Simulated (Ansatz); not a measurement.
**BaTe in Ansatz: the effect of functional**

Crystal: BaTe.

```xyz
2
Lattice="0.0000 3.4549 3.4549 3.4549 0.0000 3.4549 3.4549 3.4549 0.0000" Properties=species:S:1:pos:R:3 pbc="T T T"
Ba    0.0000    0.0000    0.0000
Te    3.4549    3.4549    3.4549
```

The cell isn't the ideal one: volume scaled by 1.04.

Alike in all runs:

```yaml
Program: Ansatz 0.2.0
Task: single point
Potentials_or_basis: Ansatz PAW
Cutoff: "420 eV (not typed: the program's choice for these potentials)"
k_mesh: 7 × 7 × 7
Occupations: fermi-dirac, width 0.05 eV
Spin: no spin polarisation
```

**Question.** One run gave: gap on the mesh 1.57 eV; pressure 2.2 GPa. Which functional did it use?
A. PBE
B. PBEsol
C. LDA

**Answer.** A.

```tsv
functional	gap on the mesh (eV)	pressure (GPa)
LDA	1.45	-0.6
PBE	1.57	2.2
PBEsol	1.48	0.5
```

Caveats: odd divisions of the mesh miss points on the zone boundary, where band edges often lie, so the gap on the mesh can be too wide; spin-orbit coupling is left out, which moves the levels of the heavy elements; the PAW data sets come from PBE, with cores solved anew for the run's functional, which leaves a small shift of forces and pressure (some runs).

A k mesh can miss the band edges.
